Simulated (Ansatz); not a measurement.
Runs of Ansatz 0.2.0 on Fe. It takes space group Im-3m (No. 229, cubic). Conventional cell: a = 2.886 Å, b = 2.886 Å, c = 2.886 Å, α = 90.00°, β = 90.00°, γ = 90.00°. Around Fe (site symmetry m-3m) lie 8 Fe at 2.50 Å. 

```tsv
task	level	cell	k mesh	atoms under strain	points for each segment of the path	mesh quality	gap on the mesh (eV)	pressure (GPa)	moment (μB)	relaxed volume (Å³/atom)
relaxation of cell and atoms	HSEsol	relaxed	7 × 7 × 7	-	-	coarse	none	0.0	2.88	11.95
relaxation of cell and atoms	HSE06	relaxed	7 × 7 × 7	-	-	coarse	none	0.0	2.89	12.37
elastic constants	PBEsol	as given	10 × 10 × 10	relaxed	-	not flagged	none	(a)	2.17	-
relaxation of cell and atoms	RPBE+D3(BJ)	relaxed	13 × 13 × 13	-	-	not flagged	-	0.0	(b)	10.28
band structure	LDA	as given	13 × 13 × 13	-	14	not flagged	none	-25.9	2.20	-
```

Alike in all rows: potentials or basis Ansatz PAW; spin collinear, ferromagnetic start; cutoff (eV) 420; smearing fermi-dirac 0.05 eV.

Q: Estimate the missing entries.

A: (a) -19.8; (b) 2.01.

Caveats: some runs use coarse meshes; the PAW data sets come from PBE, with cores solved anew for the run's functional, which leaves a small shift of forces and pressure; the plane-wave basis is chosen anew once the cell has moved, so the energies of steps on either side of that aren't comparable (some runs); the magnetic or orbital state may not be the lowest (some runs); so large a pressure means that the cell lies far from this level's equilibrium, or that cutoff or potentials fall short (some runs); the cell is more than 3 GPa from zero pressure, which shifts response properties (some runs); elastic constants of metals need much finer meshes, so these are rough (some runs); the volume moved by -14 % from the deposited cell, more than functionals usually miss (some runs).

A gap of «none» marks a metal or a gap under the smearing width.

Runs at the PBE level aren't shown here.
